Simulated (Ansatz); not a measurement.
## Y under changes of volume

One of the cells (33.012 Å³/atom); the others are scaled copies at fixed shape and fractional positions:

```
CELL_PARAMETERS angstrom
3.64740 0.00000 0.00000
-1.82370 3.15874 0.00000
0.00000 0.00000 5.73060
ATOMIC_POSITIONS crystal
Y 0.66667 0.33333 0.75000
Y 0.33333 0.66667 0.25000
```

```yaml
Program: Ansatz 0.2.0
Functional: PBE
Potentials_or_basis: Ansatz PAW earlier set
Cutoff: "420 eV (not typed: the program's choice for these potentials)"
k_mesh: 8 × 8 × 5
Occupations: fermi-dirac, width 0.05 eV
Spin: no spin polarisation
```

| volume (Å³/atom) | energy over the lowest point (meV/atom) | pressure (GPa) |
| --- | --- | --- |
| 31.031 | ? | ? |
| 31.691 | 5.79 | 1.6 |
| 32.351 | 1.11 | 0.7 |
| 33.012 | 0.00 | -0.1 |
| 33.672 | 2.20 | -0.9 |
| 34.332 | 7.44 | -1.6 |
| 34.992 | 15.50 | -2.3 |

Question: What does the run at 31.031 Å³/atom give?

Answer: Energy over the lowest point 14.27 meV/atom; pressure 2.6 GPa.

Worked out: A Birch-Murnaghan fit of order 3 (a polynomial in V^(-2/3)) to the other rows has its minimum at 32.90 Å³/atom with B0 = V·E''(V) = 40 GPa and B' = 3.0 at fixed shape and positions, which overstates the stiffness. It gives 14.34 meV/atom at 31.031 Å³/atom, against the run's 14.27, and -dE/dV = 2.6 GPa, against 2.6.

Energies are extrapolated to zero smearing.
